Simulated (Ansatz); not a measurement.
Crystal: BaO, rock salt type, 2 atoms in the cell.

Level of theory: Ansatz 0.2.0 development build, PBE, plane waves, PAW datasets (generated hard set).

Cutoff 700 eV; k-mesh 17×17×17 Γ-centred; Fermi–Dirac smearing of 0.0612 eV; no spin polarisation; no spin–orbit coupling.

```
V (Å³/atom)   a (Å)  E − E(min) (meV/atom)  P (GPa)
     20.341  5.4595                  18.95     4.94
     20.774  5.4980                   8.13     3.11
     21.207  5.5359                   1.97     1.48
     21.639  5.5733                   0.00     0.01
     22.072  5.6102                   1.77    -1.30
     22.505  5.6466                   6.88    -2.47
     22.938  5.6826                  14.98    -3.51
```

Question: Fit a third-order Birch–Murnaghan equation of state to the energies.

Answer: V₀ = 21.643 Å³/atom (a₀ = 5.574 Å), B₀ = 69.1 GPa, B₀′ = 4.58.

The published all-electron PBE values for this crystal (mean of FLEUR and WIEN2k, k-spacing 0.06 Å⁻¹; Bosoni et al., Nat. Rev. Phys. 6, 45 (2024)) are V₀ = 21.653 Å³/atom, B₀ = 69.1 GPa, B₀′ = 4.50. This run's mesh is coarser (spacing 0.11 Å⁻¹), so part of any difference comes from k-sampling.

The stress includes the program's correction for the finite plane-wave basis.
